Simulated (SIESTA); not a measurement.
Ir in SIESTA: the effect of basis

The system is Ir.

```
Ir
1.0
     2.75138    0.00000    0.00000
    -1.37569    2.38276    0.00000
     0.00000    0.00000    4.46229
Ir
2
Direct
  0.33333 0.66667 0.25000
  0.66667 0.33333 0.75000
```

This isn't the form of Ir at room conditions, which is fcc.

Alike in all runs:

```yaml
Program: SIESTA 5.4.2
Task: band structure
Functional: PBEsol
Potentials_or_basis: PseudoDojo 0.4 standard (PBE files)
Grid_cutoff: 800 Ry
Energy_shift: 0.003 Ry
k_mesh: 11 × 11 × 6
Occupations: fermi-dirac, width 0.05 eV
Spin: no spin polarisation
```

Question: One run gave: pressure -7.3 GPa. Which basis did it use?
A. TZP
B. TZDP
C. SZP
D. DZ
E. SZ

Answer: B.

| basis | pressure (GPa) |
| --- | --- |
| SZ | -13.2 |
| SZP | -12.6 |
| DZ | -14.7 |
| DZP | -8.7 |
| TZP | -9.0 |
| TZDP | -7.3 |

Caveats: the potentials were made for another functional, which shifts forces and pressure; short orbitals over semicore shells can move pressures by several GPa; the basis of atomic orbitals isn't converged, which shifts pressures, moduli and gaps; the basis has no polarisation orbitals (some runs).
